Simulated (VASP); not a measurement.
# Settings for SnTe: relaxation of the atoms

SnTe, P1 (no. 1), 8 atoms in the cell. PBE, relaxation of the atoms; PAW potentials Te, Sn_d (PBE set). VASP 6.6.1.

Wanted: energy within 1 meV/atom; two shortest distances of each atom within 0.01 Å.

POSCAR:
```
SnTe
1.0
    6.3017000000      0.0000000000      0.0000000000
    0.0000000000      6.3017000000      0.0000000000
    0.0000000000      0.0000000000      6.3017000000
Te Sn
4 4
Direct
    0.5070920000      0.5045660000      0.5009830000
   -0.0110350000      0.0054870000      0.5022570000
   -0.0026110000      0.5019220000      0.0013580000
    0.5065260000     -0.0041540000      0.0033610000
   -0.0048050000     -0.0062580000     -0.0079510000
    0.5098760000      0.4959700000     -0.0058650000
    0.4946960000     -0.0072940000      0.4974390000
    0.0002620000      0.5097610000      0.5084180000
```

The series start from Force threshold EDIFFG (eV/Å): -0.02; Electronic threshold EDIFF (eV): 1e-6; Relaxation method: conjugate gradient, POTIM 0.5; Mixing and least electronic steps: default. Each series keeps the choices made before it, and each single choice may use up half of a tolerance.

## Force threshold EDIFFG (eV/Å)

| Force threshold EDIFFG (eV/Å) | Energy less reference (meV/atom) | Two shortest distances of each atom, largest deviation (Å) | Time (s) |
|---|---|---|---|
| -0.1 | 0.7 | 0.031 | 9.7 |
| -0.05 | 0.6 | 0.028 | 12 |
| -0.03 | 0.3 | 0.019 | 15 |
| -0.02 | 0.0 | 0.007 | 23 |
| -0.01 | 0.0 | 0.005 | 28 |
| -0.005 | 0.0 | 0.003 | 41 |
| -0.002 (reference) | 0.0 | 0.000 | 70 |

Chosen: -0.01, the loosest value from which every tighter one stays within half of the tolerance.

## Electronic threshold EDIFF (eV)

| Electronic threshold EDIFF (eV) | Energy less reference (meV/atom) | Two shortest distances of each atom, largest deviation (Å) | SCF iterations | Time (s) |
|---|---|---|---|---|
| 0.001 | 0.3 | 0.017 | 71 | 34 |
| 0.0001 | 0.1 | 0.009 | 51 | 24 |
| 1e-5 | 0.0 | 0.001 | 86 | 36 |
| 1e-6 | 0.0 | 0.001 | 75 | 28 |
| 1e-7 (reference) | 0.0 | 0.000 | 96 | 35 |

Chosen: 1e-5.

## Relaxation method

| Relaxation method | Energy less reference (meV/atom) | Two shortest distances of each atom, largest deviation (Å) | SCF iterations | Time (s) |
|---|---|---|---|---|
| conjugate gradient, POTIM 0.5 | 0.0 | 0.000 | 86 | 36 |
| conjugate gradient, POTIM 0.2 | 0.0 | 0.004 | 58 | 25 |
| conjugate gradient, POTIM 1.0 | 0.0 | 0.002 | 76 | 31 |
| quasi-Newton, POTIM 0.5 | 0.0 | 0.005 | 50 | 21 |
| quasi-Newton, POTIM 0.3, 10 steps kept | 0.0 | 0.006 | 49 | 20 |
| quasi-Newton, POTIM 0.5, at least 5 electronic steps | 0.0 | 0.004 | 59 | 22 |
| damped dynamics, POTIM 0.2, SMASS 0.4 | 0.1 | 0.007 | 70 | 30 |
| damped dynamics, POTIM 0.4, SMASS 0.8 | 0.1 | 0.008 | 69 | 30 |
| velocity quench, POTIM 0.1 | 0.0 | 0.004 | 52 | 21 |

Chosen: quasi-Newton, POTIM 0.5, the fastest of those that stay within half of the tolerance.

## Mixing and least electronic steps

| Mixing and least electronic steps | Energy less reference (meV/atom) | Two shortest distances of each atom, largest deviation (Å) | SCF iterations | Time (s) |
|---|---|---|---|---|
| default | 0.0 | 0.000 | 50 | 21 |
| MAXMIX 40 | 0.0 | 0.003 | 52 | 21 |
| NELMIN 4 | 0.0 | 0.003 | 55 | 22 |
| NELMIN 4, MAXMIX 40 | 0.0 | 0.005 | 59 | 24 |
| ALGO Fast | 0.0 | 0.003 | 78 | 29 |

Chosen: default; no other choice that stays within half of the tolerance saves 30 % of the time.

## All choices together

| Input | Energy less reference (meV/atom) | Two shortest distances of each atom, largest deviation (Å) | Time (s) |
|---|---|---|---|
| program defaults (naive) | 0.4 | 0.024 | 12 |
| chosen settings | 0.1 | 0.009 | 21 |
| reference settings throughout | 0.0 | 0.000 | 54 |

The tolerance is met.

## The input

INCAR:
```
SYSTEM = SnTe
  PREC = Normal
  ENCUT = 300
  EDIFF = 1E-5
  ISMEAR = 0
  SIGMA = 0.05
  LREAL = .False.
  LASPH = .True.
  NELM = 100
  ALGO = Normal
  LWAVE = .False.
  LCHARG = .False.
  IBRION = 1
  NSW = 150
  ISIF = 2
  EDIFFG = -0.01
  POTIM = 0.5
  KPAR = 8
```

KPOINTS:
```
k-points
0
Gamma
  3 3 3
```

Commands:
```
cat potpaw_PBE.64/Te/POTCAR potpaw_PBE.64/Sn_d/POTCAR > POTCAR
mpirun -np 8 vasp_std > vasp.out
```

Limits: the start was distorted on purpose (atoms moved at random), so the space group given is the start's and not the crystal's.

The chosen input took VASP 6.6.1 21 s on 8 cores (Intel Xeon 6975P-C (Granite Rapids)), a shared host.

## An input that fails: ionic step far too long

VASP's message: EDDAV: Call to ZHEGV failed. Returncode = 16 2 16.

Changes against the starting input:
```
- NELM = 100
- IBRION = 2
- NSW = 150
- POTIM = 0.5
+ NELM = 60
+ IBRION = 3
+ NSW = 30
+ POTIM = 5.0
+ SMASS = 0.4
```
